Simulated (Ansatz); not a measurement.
**Ru(0001) film, 5 layers, adrow N: surface scattering**

Aim: how much of the in-plane current does the surface defect in Ru(0001) film, 5 layers, adrow N reflect?

Program: Ansatz 0.2.0. Level of theory: Ansatz plane-wave DFT, PBE, PAW files; relaxation of the atoms about the surface defect; PAW set soft_1, in the first sound run; inputs show where later runs differ. Results are calculated unless marked as measured.

## Step 1: Starting point

The cell holds 81 atoms: 80 Ru and 1 N. Its edges and angles: a = 21.705 Å, b = 2.706 Å, c = 37.493 Å, α = 90.0°, β = 90.0°, γ = 90.0°. It derives from Ru. Vacuum lies along a. The structure's axis is c.

## Step 2: Relaxing about the defect

The neighbours of the defect are let go while the lead's layers stay on their sites, since a lead must repeat to 0.01 Å.

input.yaml reads:

```yaml
crystal:
  lattice:
    - [21.70475, 0.0, 0.0]
    - [0.0, 2.7058, 0.0]
    - [0.0, 0.0, 37.492664601]
  atoms:
    - { symbol: Ru, position: [0.2073278891, 0.0, 0.0] }
    - { symbol: Ru, position: [0.2073278891, 0.5, 0.0625] }
    - { symbol: Ru, position: [0.3059675877, 0.0, 0.0416666667] }
    - { symbol: Ru, position: [0.3059675877, 0.5, 0.1041666667] }
    - { symbol: Ru, position: [0.4046072864, 0.0, 0.0] }
    - { symbol: Ru, position: [0.4046072864, 0.5, 0.0625] }
    - { symbol: Ru, position: [0.5032469851, 0.0, 0.0416666667] }
    - { symbol: Ru, position: [0.5032469851, 0.5, 0.1041666667] }
    - { symbol: Ru, position: [0.6018866838, 0.0, 0.0] }
    - { symbol: Ru, position: [0.6018866838, 0.5, 0.0625] }
    - { symbol: Ru, position: [0.2073278891, 0.0, 0.125] }
    - { symbol: Ru, position: [0.2073278891, 0.5, 0.1875] }
    - { symbol: Ru, position: [0.3059675877, 0.0, 0.1666666667] }
    - { symbol: Ru, position: [0.3059675877, 0.5, 0.2291666667] }
    - { symbol: Ru, position: [0.4046072864, 0.0, 0.125] }
    - { symbol: Ru, position: [0.4046072864, 0.5, 0.1875] }
    - { symbol: Ru, position: [0.5032469851, 0.0, 0.1666666667] }
    - { symbol: Ru, position: [0.5032469851, 0.5, 0.2291666667] }
    - { symbol: Ru, position: [0.6018866838, 0.0, 0.125] }
    - { symbol: Ru, position: [0.6018866838, 0.5, 0.1875] }
    - { symbol: Ru, position: [0.2073278891, 0.0, 0.25] }
    - { symbol: Ru, position: [0.2073278891, 0.5, 0.3125] }
    - { symbol: Ru, position: [0.3059675877, 0.0, 0.2916666667] }
    - { symbol: Ru, position: [0.3059675877, 0.5, 0.3541666667] }
    - { symbol: Ru, position: [0.4046072864, 0.0, 0.25] }
    - { symbol: Ru, position: [0.4046072864, 0.5, 0.3125] }
    - { symbol: Ru, position: [0.5032469851, 0.0, 0.2916666667] }
    - { symbol: Ru, position: [0.5032469851, 0.5, 0.3541666667] }
    - { symbol: Ru, position: [0.6018866838, 0.0, 0.25] }
    - { symbol: Ru, position: [0.6018866838, 0.5, 0.3125] }
    - { symbol: Ru, position: [0.2073278891, 0.0, 0.375] }
    - { symbol: Ru, position: [0.2073278891, 0.5, 0.4375] }
    - { symbol: Ru, position: [0.3059675877, 0.0, 0.4166666667] }
    - { symbol: Ru, position: [0.3059675877, 0.5, 0.4791666667] }
    - { symbol: Ru, position: [0.4046072864, 0.0, 0.375] }
    - { symbol: Ru, position: [0.4046072864, 0.5, 0.4375] }
    - { symbol: Ru, position: [0.5032469851, 0.0, 0.4166666667] }
    - { symbol: Ru, position: [0.5032469851, 0.5, 0.4791666667] }
    - { symbol: Ru, position: [0.6018866838, 0.0, 0.375] }
    - { symbol: Ru, position: [0.6018866838, 0.5, 0.4375] }
    - { symbol: Ru, position: [0.2073278891, 0.0, 0.5] }
    - { symbol: Ru, position: [0.2073278891, 0.5, 0.5625] }
    - { symbol: Ru, position: [0.3059675877, 0.0, 0.5416666667] }
    - { symbol: Ru, position: [0.3059675877, 0.5, 0.6041666667] }
    - { symbol: Ru, position: [0.4046072864, 0.0, 0.5] }
    - { symbol: Ru, position: [0.4046072864, 0.5, 0.5625] }
    - { symbol: Ru, position: [0.5032469851, 0.0, 0.5416666667] }
    - { symbol: Ru, position: [0.5032469851, 0.5, 0.6041666667] }
    - { symbol: Ru, position: [0.6018866838, 0.0, 0.5] }
    - { symbol: Ru, position: [0.6018866838, 0.5, 0.5625] }
    - { symbol: Ru, position: [0.2073278891, 0.0, 0.625] }
    - { symbol: Ru, position: [0.2073278891, 0.5, 0.6875] }
    - { symbol: Ru, position: [0.3059675877, 0.0, 0.6666666667] }
    - { symbol: Ru, position: [0.3059675877, 0.5, 0.7291666667] }
    - { symbol: Ru, position: [0.4046072864, 0.0, 0.625] }
    - { symbol: Ru, position: [0.4046072864, 0.5, 0.6875] }
    - { symbol: Ru, position: [0.5032469851, 0.0, 0.6666666667] }
    - { symbol: Ru, position: [0.5032469851, 0.5, 0.7291666667] }
    - { symbol: Ru, position: [0.6018866838, 0.0, 0.625] }
    - { symbol: Ru, position: [0.6018866838, 0.5, 0.6875] }
    - { symbol: Ru, position: [0.2073278891, 0.0, 0.75] }
    - { symbol: Ru, position: [0.2073278891, 0.5, 0.8125] }
    - { symbol: Ru, position: [0.3059675877, 0.0, 0.7916666667] }
    - { symbol: Ru, position: [0.3059675877, 0.5, 0.8541666667] }
    - { symbol: Ru, position: [0.4046072864, 0.0, 0.75] }
    - { symbol: Ru, position: [0.4046072864, 0.5, 0.8125] }
    - { symbol: Ru, position: [0.5032469851, 0.0, 0.7916666667] }
    - { symbol: Ru, position: [0.5032469851, 0.5, 0.8541666667] }
    - { symbol: Ru, position: [0.6018866838, 0.0, 0.75] }
    - { symbol: Ru, position: [0.6018866838, 0.5, 0.8125] }
    - { symbol: Ru, position: [0.2073278891, 0.0, 0.875] }
    - { symbol: Ru, position: [0.2073278891, 0.5, 0.9375] }
    - { symbol: Ru, position: [0.3059675877, 0.0, 0.9166666667] }
    - { symbol: Ru, position: [0.3059675877, 0.5, 0.9791666667] }
    - { symbol: Ru, position: [0.4046072864, 0.0, 0.875] }
    - { symbol: Ru, position: [0.4046072864, 0.5, 0.9375] }
    - { symbol: Ru, position: [0.5032469851, 0.0, 0.9166666667] }
    - { symbol: Ru, position: [0.5032469851, 0.5, 0.9791666667] }
    - { symbol: Ru, position: [0.6018866838, 0.0, 0.875] }
    - { symbol: Ru, position: [0.6018866838, 0.5, 0.9375] }
    - { symbol: "N", position: [0.6616838957, 0.5, 0.4791666667] }
kpoints:
  mp_grid: { grid: [1, 9, 1] }
hamiltonian:
  xc: pbe
  pseudopotentials: { kind: paw, azcp: { folder: soft_1 } }
scf:
  occupations: { method: fermi_dirac, width: 0.1 }
relax:
  f_tol: 0.03
  max_steps: 40
  constraints:
    - { sites: [0, 1, 2, 3, 4, 5, 6, 7, 8, 9, 10, 11, 12, 13, 14, 15, 16, 17, 18, 19, 20, 21, 22, 23, 24, 25, 26, 28, 29, 30, 31, 32, 33, 34, 35, 40, 41, 42, 43, 44, 45, 50, 51, 52, 53, 54, 55, 56, 57, 59, 60, 61, 62, 63, 64, 65, 66, 67, 68, 69, 70, 71, 72, 73, 74, 75, 76, 77, 78, 79] }
```

Run with:

```sh
> ansatz run input.yaml --threads 8 --pin off --max-ram 15360MiB --backend cpu --events-out ev --progress --plain --runs-dir out
```

Numbers of over 12 decimals in the logs are rounded to 6 here.

The log of the run:

```text
Engine: ansatz 0.2.0, x86_64-unknown-linux-gnu
Pseudopotentials: kind: paw
Pseudopotential: Ru, paw, valence charge 16, recommended cutoff 420 eV (normal), soft_1/Ru.paw.azcp
Pseudopotential: N, paw, valence charge 5, recommended cutoff 420 eV (normal), soft_1/N.paw.azcp
Functional definition: PBE
  parameter kappa = 0.804
  parameter beta = 0.066725
  exchange = pbe_x(kappa = kappa, mu = beta*pi^2/3)
  correlation = pbe_c(beta = beta)
Crystal: 81 atoms, lattice volume = 2201.896 Å³
Basis set: ecut = 420 eV, 43297 PW (Γ), exchange–correlation on 300×40×512 points (8 copies of the dense FFT grid, shifted against one another)
Bands: 771, of which v1, the nominal top of the filled ones, is band 643 counted from 1 (642 counted from 0)
Symmetry: 2 space group operations
Space group: Pm (ITA 6), of the structure as read, at distance tolerance 1.3e-4 Å
k-points: 5 of 9
Non-local potential: Ru, projectors of the file, l = 0: 3, l = 1: 2, l = 2: 2, l = 3: 1
Non-local potential: N, projectors of the file, l = 0: 2, l = 1: 2, l = 2: 1
PAW form: soft (Blöchl's): semilocal exchange-correlation on the pseudo side does not see the compensation charge
PAW one-centre angular grid: Ru, 590 points (default); XC on 64 Gauss nodes
PAW one-centre angular grid: N, 110 points (default); XC on 64 Gauss nodes
Initial density: superposition of atomic densities (neutral atoms: chi_scale 0, normalization atom)
Initial wavefunctions: pseudopotential atomic-orbital guess
Functional: x = pbe(κ = 0.804, μ = 0.219515), c = pbe(β = 0.066725)
SCF iter   1: F=—  HF=-470703.523489 eV  |F-HF|=—  |Δ(HF+E_count)|=         —  Δρ=8.53e-2  dr2=2.39e2  ethr=3.10e-3  ⟨swp⟩=7.2  Hψ=15358  notcnv=0  defer=4
preconditioner: auto → LDOS  [metal: Δε(μ)=0.008 eV  Ē_g=4.915 eV  σ=0.100 eV  W_gap=0.02  n_scr=514 (ndim 8)  ℏωp=20.1 eV  f_vac=0.442  D(μ)=82.81/eV (n_scr^D=614)  β→1.0]
SCF iter   2: F=—  HF=-470707.072463 eV  |F-HF|=—  |Δ(HF+E_count)|=    3.55e0  Δρ=8.81e-2  dr2=2.03e2  ethr=3.10e-3  ⟨swp⟩=4.0  Hψ=10745  notcnv=0  defer=38
SCF iter   3: F=—  HF=-470650.350874 eV  |F-HF|=—  |Δ(HF+E_count)|=    5.67e1  Δρ=7.24e-3  dr2=1.93e0  ethr=3.10e-3  ⟨swp⟩=3.0  Hψ=10394  notcnv=0  defer=50
SCF iter   4: F=—  HF=-470650.345739 eV  |F-HF|=—  |Δ(HF+E_count)|=   5.14e-3  Δρ=3.44e-3  dr2=5.09e-1  ethr=1.50e-4  ⟨swp⟩=3.6  Hψ=9315  notcnv=0  defer=48
SCF iter   5: F=—  HF=-470650.255845 eV  |F-HF|=—  |Δ(HF+E_count)|=   8.99e-2  Δρ=9.44e-4  dr2=1.57e-2  ethr=3.96e-5  ⟨swp⟩=2.0  Hψ=5673  notcnv=0  defer=48
SCF iter   6: F=—  HF=-470650.262184 eV  |F-HF|=—  |Δ(HF+E_count)|=   6.34e-3  Δρ=3.36e-4  dr2=2.95e-3  ethr=1.22e-6  ⟨swp⟩=3.2  Hψ=8503  notcnv=0  defer=48
SCF iter   7: F=—  HF=-470650.263882 eV  |F-HF|=—  |Δ(HF+E_count)|=   1.70e-3  Δρ=9.45e-5  dr2=3.62e-4  ethr=2.30e-7  ⟨swp⟩=2.0  Hψ=6594  notcnv=0  defer=48
SCF iter   8: F=—  HF=-470650.263960 eV  |F-HF|=—  |Δ(HF+E_count)|=   7.72e-5  Δρ=4.04e-5  dr2=5.62e-5  ethr=2.81e-8  ⟨swp⟩=3.0  Hψ=8476  notcnv=0  defer=48
SCF iter   9: F=-470650.263970 eV  HF=-470650.263968 eV  |F-HF|=2.81e-6  |Δ(HF+E_count)|=   8.07e-6  Δρ=1.78e-5  dr2=8.48e-6  ethr=1.75e-9  ⟨swp⟩=5.0  Hψ=12888  notcnv=0
SCF 1 converged in 9 iterations: F = -470650.263970 eV  dr2 = 8.48e-6
  greatest PAW one-centre occupation: 1.000 electrons in one spin orbital (limit 2), on the Ru atom at site 48 (counted from 0), in its partial waves of l = 0
relax step   1: F+E_penalty+E_count = -470650.26397041 eV  Δ(F+E_penalty+E_count) = +0.000e0 eV  max|allowed force component| = 2.479e0 eV/Å  Δτ_max = 0.0000 Å  (9 SCF iters, dr2 threshold 2.25e-5 eV, accepted)
Initial density: handed on by an earlier stage of this run
Initial wavefunctions: those handed on with the density
iter 1 solved again at ethr=1.80e-4 eV; its pass at ethr=3.10e-3 eV (dr2=2.31e0 eV) is discarded
SCF iter   1: F=—  HF=-470650.687101 eV  |F-HF|=—  |Δ(HF+E_count)|=         —  Δρ=4.33e-3  dr2=2.06e0  ethr=1.80e-4  ⟨swp⟩=2.0  Hψ=15285  notcnv=0  defer=41
preconditioner: auto → LDOS  [metal: Δε(μ)=0.003 eV  Ē_g=4.486 eV  σ=0.100 eV  W_gap=0.01  n_scr=514 (ndim 8)  ℏωp=20.1 eV  f_vac=0.447  D(μ)=87.80/eV (n_scr^D=712)  β→1.0]
SCF iter   2: F=—  HF=-470650.646891 eV  |F-HF|=—  |Δ(HF+E_count)|=   4.02e-2  Δρ=2.25e-3  dr2=1.23e-1  ethr=1.61e-4  ⟨swp⟩=2.0  Hψ=6873  notcnv=0  defer=41
SCF iter   3: F=—  HF=-470650.624530 eV  |F-HF|=—  |Δ(HF+E_count)|=   2.24e-2  Δρ=1.04e-3  dr2=3.79e-2  ethr=9.54e-6  ⟨swp⟩=3.2  Hψ=9198  notcnv=0  defer=41
SCF iter   4: F=—  HF=-470650.613024 eV  |F-HF|=—  |Δ(HF+E_count)|=   1.15e-2  Δρ=1.63e-4  dr2=8.54e-4  ethr=2.95e-6  ⟨swp⟩=3.0  Hψ=8029  notcnv=0  defer=41
SCF iter   5: F=—  HF=-470650.612849 eV  |F-HF|=—  |Δ(HF+E_count)|=   1.75e-4  Δρ=4.92e-5  dr2=6.81e-5  ethr=6.64e-8  ⟨swp⟩=3.2  Hψ=8585  notcnv=0  defer=41
SCF iter   6: F=-470650.612918 eV  HF=-470650.612905 eV  |F-HF|=1.29e-5  |Δ(HF+E_count)|=   5.60e-5  Δρ=2.23e-5  dr2=1.27e-5  ethr=5.30e-9  ⟨swp⟩=4.0  Hψ=10655  notcnv=0
SCF 2 converged in 6 iterations: F = -470650.612918 eV  dr2 = 1.27e-5
relax step   2: F+E_penalty+E_count = -470650.61291757 eV  Δ(F+E_penalty+E_count) = -3.489e-1 eV  max|allowed force component| = 1.375e0 eV/Å  Δτ_max = 0.1193 Å  (6 SCF iters, dr2 threshold 1.00e-4 eV, accepted)
SCF iter   1: F=—  HF=-470650.737970 eV  |F-HF|=—  |Δ(HF+E_count)|=         —  Δρ=2.33e-3  dr2=1.28e-1  ethr=4.58e-4  ⟨swp⟩=6.2  Hψ=9801  notcnv=0  defer=30
preconditioner: auto → LDOS  [metal: Δε(μ)=0.006 eV  Ē_g=4.492 eV  σ=0.100 eV  W_gap=0.02  n_scr=514 (ndim 8)  ℏωp=20.1 eV  f_vac=0.447  D(μ)=88.33/eV (n_scr^D=716)  β→1.0]
SCF iter   2: F=—  HF=-470650.718812 eV  |F-HF|=—  |Δ(HF+E_count)|=   1.92e-2  Δρ=1.49e-3  dr2=6.44e-2  ethr=9.93e-6  ⟨swp⟩=3.0  Hψ=9705  notcnv=0  defer=33
SCF iter   3: F=—  HF=-470650.706487 eV  |F-HF|=—  |Δ(HF+E_count)|=   1.23e-2  Δρ=2.91e-4  dr2=4.22e-3  ethr=5.01e-6  ⟨swp⟩=3.0  Hψ=7859  notcnv=0  defer=33
SCF iter   4: F=—  HF=-470650.705931 eV  |F-HF|=—  |Δ(HF+E_count)|=   5.56e-4  Δρ=9.78e-5  dr2=6.78e-4  ethr=3.29e-7  ⟨swp⟩=3.0  Hψ=8607  notcnv=0  defer=33
SCF iter   5: F=-470650.705848 eV  HF=-470650.705861 eV  |F-HF|=1.28e-5  |Δ(HF+E_count)|=   6.96e-5  Δρ=2.80e-5  dr2=3.28e-5  ethr=7.78e-9  ⟨swp⟩=3.2  Hψ=15601  notcnv=0
SCF 3 converged in 5 iterations: F = -470650.705848 eV  dr2 = 3.28e-5
relax step   3: F+E_penalty+E_count = -470650.70584814 eV  Δ(F+E_penalty+E_count) = -9.293e-2 eV  max|allowed force component| = 3.707e-1 eV/Å  Δτ_max = 0.1106 Å  (5 SCF iters, dr2 threshold 1.00e-4 eV, accepted)
[...]
SCF iter   3: F=—  HF=-470650.715058 eV  |F-HF|=—  |Δ(HF+E_count)|=   4.66e-9  Δρ=1.92e-6  dr2=2.29e-7  ethr=2.91e-11  ⟨swp⟩=3.2  Hψ=8769  notcnv=0  defer=42
SCF iter   4: F=-470650.715058 eV  HF=-470650.715058 eV  |F-HF|=2.34e-8  |Δ(HF+E_count)|=   5.93e-8  Δρ=9.26e-7  dr2=3.14e-8  ethr=7.78e-12  ⟨swp⟩=2.4  Hψ=14106  notcnv=0
SCF 5 converged in 4 iterations: F = -470650.715058 eV  dr2 = 3.14e-8
relax step   5: F+E_penalty+E_count = -470650.71505752 eV  Δ(F+E_penalty+E_count) = -6.678e-7 eV  max|allowed force component| = 2.616e-2 eV/Å  Δτ_max = 0.0000 Å  (4 SCF iters, accepted)
SCF converged after 4 iterations
Free energy (F): -470650.715058 eV
Harris-Foulkes:  -470650.715058 eV  (|F-HF|=2.34e-8)
Internal energy: -470647.785522 eV  (E = F + TS)
E sigma→0 (E₀):  -470649.250290 eV
Entropy (-TS):   -2.929535 eV (-36.167 meV/atom)
Fermi energy:    9.042045 eV
--- Per-component energies (eV) ---
  E_band       = -22609.295214
  E_kinetic    = 36836.797054
  E_local      = -1492900.222463  (includes V_loc(G=0)·N_el)
  E_nonlocal   = 33092.433246
  E_hartree    = 720235.500683
  E_xc         = -13600.886229
  E_vxc        = -17193.097314  (∫ρ·V_xc dr)
  E_paw        = -280257.255564  (= ΣΔE_a)
  E_vpaw       = -22916.253180  (= ΣTr[D̂ρ^β])
  E_aug_tail   = 0.051120  (compensation charges beyond the density's cutoff)
  E_ewald      = 525945.796630
  E_smearing   = -2.929535  (= −TS)
  E_closure    = -0.000000  (closes the sum)
  Σ components = -470650.715058   (vs F -470650.715058, Δ=0.00e0)
--- Forces (eV/Å), atoms counted from 1 ---
  atom   1  Ru     0.54538564     0.00000000    -0.00812847
  atom   2  Ru     0.54731926     0.00000000    -0.00404373
  atom   3  Ru    -0.71232301     0.00000000     0.01937294
  atom   4  Ru    -0.71567721     0.00000000     0.01747443
  atom   5  Ru    -0.00075601     0.00000000    -0.02371966
  atom   6  Ru     0.00243034     0.00000000    -0.02813907
  atom   7  Ru     0.71292255     0.00000000     0.02026615
  atom   8  Ru     0.71114474     0.00000000     0.01378597
  atom   9  Ru    -0.54653145     0.00000000    -0.00495616
  atom  10  Ru    -0.54166983     0.00000000    -0.00900973
  atom  11  Ru     0.54801570     0.00000000    -0.00459593
  atom  12  Ru     0.54564670     0.00000000    -0.00006472
  atom  13  Ru    -0.71086982     0.00000000     0.01435536
  atom  14  Ru    -0.70655566     0.00000000     0.01648270
  atom  15  Ru     0.00222905     0.00000000    -0.02174609
  atom  16  Ru    -0.00079802     0.00000000    -0.02398242
  atom  17  Ru     0.71044671     0.00000000     0.01578700
  atom  18  Ru     0.69647089     0.00000000     0.01261790
  atom  19  Ru    -0.54833685     0.00000000     0.00057193
  atom  20  Ru    -0.54127179     0.00000000    -0.01444628
  atom  21  Ru     0.53975737     0.00000000    -0.01395254
  atom  22  Ru     0.56185718     0.00000000     0.00025958
  atom  23  Ru    -0.71522599     0.00000000     0.01753937
  atom  24  Ru    -0.67383713     0.00000000     0.00639949
  atom  25  Ru     0.01223200     0.00000000    -0.01718124
  atom  26  Ru     0.07425827     0.00000000     0.06375928
  atom  27  Ru     0.65076052     0.00000000    -0.02738735
  atom  28  Ru    -0.01783804     0.00000000     0.00635076
  atom  29  Ru    -0.53275880     0.00000000    -0.07459540
  atom  30  Ru    -0.39919818     0.00000000    -0.29547254
  atom  31  Ru     0.55190900     0.00000000    -0.00845148
  atom  32  Ru     0.60435771     0.00000000    -0.00073520
  atom  33  Ru    -0.60491770     0.00000000    -0.00640893
  atom  34  Ru    -0.62325091     0.00000000     0.02682619
  atom  35  Ru     0.25310180     0.00000000     0.11807946
  atom  36  Ru    -0.22631138     0.00000000    -0.06289492
  atom  37  Ru    -0.00777716     0.00000000     0.00670773
  atom  38  Ru    -0.01734152     0.00000000     0.02615846
  atom  39  Ru     0.00169409     0.00000000     0.01858302
  atom  40  Ru     0.01625614     0.00000000    -0.02604792
[...]
atom  70  Ru    -0.54613263     0.00000000     0.00274623
  atom  71  Ru     0.54834575     0.00000000    -0.00828280
  atom  72  Ru     0.54785188     0.00000000    -0.00017316
  atom  73  Ru    -0.71562032     0.00000000     0.01752693
  atom  74  Ru    -0.71675909     0.00000000     0.01553539
  atom  75  Ru    -0.00050158     0.00000000    -0.02383766
  atom  76  Ru     0.00197159     0.00000000    -0.02487691
  atom  77  Ru     0.71255374     0.00000000     0.01858207
  atom  78  Ru     0.71265386     0.00000000     0.01056012
  atom  79  Ru    -0.54342906     0.00000000    -0.00868117
  atom  80  Ru    -0.54573814     0.00000000    -0.00446708
  atom  81  N     -0.01128815     0.00000000    -0.02552708
  max |Σ_I F_I| component: 4.37e-5 eV/Å
--- Relaxed structure (5 steps of the walk, 5 accepted, 0 SCFs on fresh bases) ---
  F+E_penalty+E_count = -470650.71505752 eV   max|allowed force component| = 2.616e-2 eV/Å
  atoms:
    - { symbol: Ru, position: [0.207328, 0.0, 0.0] }
    - { symbol: Ru, position: [0.207328, 0.5, 0.0625] }
    - { symbol: Ru, position: [0.3059675877, 0.0, 0.041667] }
    - { symbol: Ru, position: [0.3059675877, 0.5, 0.1041666667] }
    - { symbol: Ru, position: [0.404607, 0.0, 0.0] }
    - { symbol: Ru, position: [0.404607, 0.5, 0.0625] }
    - { symbol: Ru, position: [0.5032469851, 0.0, 0.041667] }
    - { symbol: Ru, position: [0.5032469851, 0.5, 0.1041666667] }
    - { symbol: Ru, position: [0.601887, 0.0, 0.0] }
    - { symbol: Ru, position: [0.601887, 0.5, 0.0625] }
    - { symbol: Ru, position: [0.207328, 0.0, 0.125] }
    - { symbol: Ru, position: [0.207328, 0.5, 0.1875] }
    - { symbol: Ru, position: [0.3059675877, 0.0, 0.166667] }
    - { symbol: Ru, position: [0.3059675877, 0.5, 0.2291666667] }
    - { symbol: Ru, position: [0.404607, 0.0, 0.125] }
    - { symbol: Ru, position: [0.404607, 0.5, 0.1875] }
    - { symbol: Ru, position: [0.5032469851, 0.0, 0.166667] }
    - { symbol: Ru, position: [0.5032469851, 0.5, 0.2291666667] }
    - { symbol: Ru, position: [0.601887, 0.0, 0.125] }
    - { symbol: Ru, position: [0.601887, 0.5, 0.1875] }
    - { symbol: Ru, position: [0.207328, 0.0, 0.25] }
    - { symbol: Ru, position: [0.207328, 0.5, 0.3125] }
    - { symbol: Ru, position: [0.3059675877, 0.0, 0.2916666667] }
    - { symbol: Ru, position: [0.3059675877, 0.5, 0.3541666667] }
    - { symbol: Ru, position: [0.404607, 0.0, 0.25] }
    - { symbol: Ru, position: [0.404607, 0.5, 0.3125] }
    - { symbol: Ru, position: [0.5032469851, 0.0, 0.2916666667] }
    - { symbol: Ru, position: [0.505232, 0.5, 0.354028] }
    - { symbol: Ru, position: [0.601887, 0.0, 0.25] }
    - { symbol: Ru, position: [0.601887, 0.5, 0.3125] }
    - { symbol: Ru, position: [0.207328, 0.0, 0.375] }
    - { symbol: Ru, position: [0.207328, 0.5, 0.437500] }
    - { symbol: Ru, position: [0.3059675877, 0.0, 0.416667] }
    - { symbol: Ru, position: [0.3059675877, 0.5, 0.4791666667] }
    - { symbol: Ru, position: [0.404607, 0.0, 0.375] }
    - { symbol: Ru, position: [0.404607, 0.5, 0.437500] }
    - { symbol: Ru, position: [0.505453, 0.0, 0.416742] }
    - { symbol: Ru, position: [0.504985, 0.5, 0.479736] }
    - { symbol: Ru, position: [0.601154, 0.0, 0.374084] }
    - { symbol: Ru, position: [0.603284, 0.5, 0.434534] }
[...]
- { symbol: Ru, position: [0.601887, 0.0, 0.75] }
    - { symbol: Ru, position: [0.601887, 0.5, 0.8125] }
    - { symbol: Ru, position: [0.207328, 0.0, 0.875000] }
    - { symbol: Ru, position: [0.207328, 0.5, 0.937500] }
    - { symbol: Ru, position: [0.3059675877, 0.0, 0.916667] }
    - { symbol: Ru, position: [0.3059675877, 0.5, 0.979167] }
    - { symbol: Ru, position: [0.404607, 0.0, 0.875000] }
    - { symbol: Ru, position: [0.404607, 0.5, 0.937500] }
    - { symbol: Ru, position: [0.5032469851, 0.0, 0.916667] }
    - { symbol: Ru, position: [0.5032469851, 0.5, 0.979167] }
    - { symbol: Ru, position: [0.601887, 0.0, 0.875000] }
    - { symbol: Ru, position: [0.601887, 0.5, 0.937500] }
    - { symbol: N, position: [0.653663, 0.5, 0.476141] }
```

Wall time 21 min (8 threads of Intel Xeon at 2.70GHz, shared host); peak memory 9.8 GiB.

This run has no spin polarisation although its electron count is odd.

The steps of the relaxation:

```csv
step,energy less that of the first step (eV),largest force component (eV/Å)
1,0.0000,2.4786
2,-0.3489,1.3754
3,-0.4419,0.3707
4,-0.4511,0.0261
5,-0.4511,0.0262
```

Forces are held to the 2 operations that the run works with; a distortion that breaks them can't arise in this run.

The atoms that moved most (Å):

```csv
atom,dx,dy,dz,length
N81,-0.174,0.000,-0.113,0.208
Ru40,0.030,0.000,-0.111,0.115
Ru49,0.079,0.000,0.026,0.083
Ru50,-0.027,0.000,0.066,0.071
Ru37,0.048,0.000,0.003,0.048
Ru28,0.043,0.000,-0.005,0.043
Ru38,0.038,0.000,0.021,0.043
Ru59,-0.036,0.000,0.021,0.042
```

Numbers from this step:

```yaml
free_energy: -470650.7151 eV
energy_at_zero_smearing: -470649.2503 eV
fermi_energy: 9.042 eV
```

The largest force component on a free atom ends at 0.026 eV/Å, under the tolerance of 0.03, after 5 steps.

(Part 1 of 2 ends here.)

[Logs are printed without paths, hosts, clocks, repeated set-up lines and the standing remarks that a program may print on its own settings, such as how far it seeks lower states.]

[Hosts, paths, dates, database ids (printed as entryN), source tags and the programs' standing remarks are cut or masked in the printed files.]
